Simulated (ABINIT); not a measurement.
TiC:

```xyz
2
Lattice="0.0000 2.1657 2.1657 2.1657 0.0000 2.1657 2.1657 2.1657 0.0000" Properties=species:S:1:pos:R:3 pbc="T T T"
Ti    0.0000    0.0000    0.0000
C     2.1657    2.1657    2.1657
```

The cell is a database's computed one.

* Program: ABINIT 10.8.3 (patched build)
* Task: relaxation of cell and atoms
* Functional: PBEsol
* Potentials or basis: PseudoDojo NC SR PBEsol v0.4.1 standard
* Cutoff: 1143 eV
* k mesh: 8 × 8 × 8
* Occupations: fermi-dirac, width 0.05 eV
* Spin: no spin polarisation

At the start: pressure -6.5 GPa; volume 10.16 Å³/atom.

Q: Where does the relaxation end?

A: Over 4 steps the energy falls by 5.3 meV/atom and the volume is 9.90 Å³/atom (-2.5 %); space group Fm-3m (No. 225, to 0.05 Å).

Step by step:
```csv
step,energy change (eV),largest force (eV/Å),pressure (GPa),volume (Å³)
1,0.0000,0.0000,-6.48,20.32
2,-0.0100,0.0000,-1.49,19.92
3,-0.0106,0.0000,0.05,19.80
4,-0.0106,0.0000,0.00,19.80
```

Final structure:
```
Ti C
1.0
     0.00000    2.14738    2.14738
     2.14738    0.00000    2.14738
     2.14738    2.14738    0.00000
Ti C
1 1
Cartesian
  0.0000 0.0000 0.0000
  2.1474 2.1474 2.1474
```
